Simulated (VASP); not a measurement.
Input of a VASP 6.6.1 run:

File INCAR:

```
SYSTEM = Ge
PREC     = Accurate       ! precision mode
ENCUT    = 600            ! plane-wave cutoff, eV
EDIFF    = 1E-6           ! SCF threshold, eV
ISMEAR   = 0              ! smearing method
SIGMA    = 0.03           ! smearing width, eV
LREAL    = .False.        ! projectors in reciprocal space
LASPH    = .True.         ! aspherical terms in the spheres
NELM     = 80             ! most SCF steps
ALGO     = Normal         ! electronic algorithm
ISIF     = 3              ! what is computed and relaxed
LWAVE    = .False.        ! write WAVECAR
LCHARG   = .False.        ! write CHGCAR
GGA      = PS             ! functional
IBRION   = 2              ! ionic algorithm
NSW      = 90             ! ionic steps
EDIFFG   = -0.01          ! ionic threshold
```

KPOINTS

```
Automatic mesh
0
Gamma
  10 10 10
  0 0 0
```

File POSCAR:

```
Ge
1.0
    0.0000000000      2.8289100000      2.8289100000
    2.8289100000      0.0000000000      2.8289100000
    2.8289100000      2.8289100000      0.0000000000
Ge
2
Direct
    0.0000000000      0.0000000000      0.0000000000
    0.2500000000      0.2500000000      0.2500000000
```

Potentials or basis: VASP PAW PBE potentials, release 64 (Ge_d).

The run is started by

```sh
$ cat potpaw_PBE.64/Ge_d/POTCAR > POTCAR
$ mpirun -np 1 vasp_std > vasp.out
```

Problem. Estimate the band gap on the k mesh.

Solution. None (metal or under the smearing width).

Problem. Predict the relaxed volume.

Solution. 22.85 Å³/atom.

Problem. Estimate the space group after relaxing (to 0.05 Å).

Solution. Fd-3m (No. 227).

Final structure:
```
Ge
1.0
     0.00000    2.83760    2.83760
     2.83760    0.00000    2.83760
     2.83760    2.83760    0.00000
Ge
2
Direct
  0.00000 0.00000 0.00000
  0.25000 0.25000 0.25000
```

Caveat: the PAW data sets were made with another functional, which shifts forces and pressure a little; this crystal is a semiconductor, whose small gap the functional closes, so the metal is an error of the method. Zero-point motion and thermal expansion aren't in these numbers.
